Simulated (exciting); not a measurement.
**Y: equation of state with PBEsol**

The system is Y.

```xyz
2
Lattice="3.6474 0.0000 0.0000 -1.8237 3.1587 0.0000 0.0000 0.0000 5.7306" Properties=species:S:1:pos:R:3 pbc="T T T"
Y     1.8237    1.0529    4.2980
Y     0.0000    2.1058    1.4326
```

```json
{
  "Program": "exciting (release sodium)",
  "Task": "equation of state",
  "Functional": "PBEsol",
  "Potentials or basis": "all-electron LAPW+lo, shipped species files, valence relativity iora*",
  "rgkmax": "9",
  "k mesh": "8 × 8 × 5",
  "Occupations": "fermi-dirac, width 0.05 eV",
  "Spin": "no spin polarisation",
  "gmaxvr (cutoff of density and potential)": "14 1/bohr",
  "lmaxapw (and lmaxmat)": "10",
  "lmaxvr": "8",
  "nempty": "18",
  "Valence relativity": "iora*",
  "Muffin-tin radii": "Y 2.3 bohr"
}
```

The equilibrium volume is 31.35 Å³/atom, the bulk modulus at fixed shape and positions is 42 GPa and the pressure derivative of the bulk modulus is 3.1.

Energy against volume, from the lowest point:
```tsv
volume (Å³/atom)	energy (meV/atom)
31.031	0.00
31.691	0.05
32.351	3.68
33.012	10.42
33.672	20.21
34.332	32.70
34.992	47.64
```

Caveat: the cell was scaled at fixed shape and fractional positions, which overstates the stiffness of a crystal with free parameters, most of all of layers and chains.
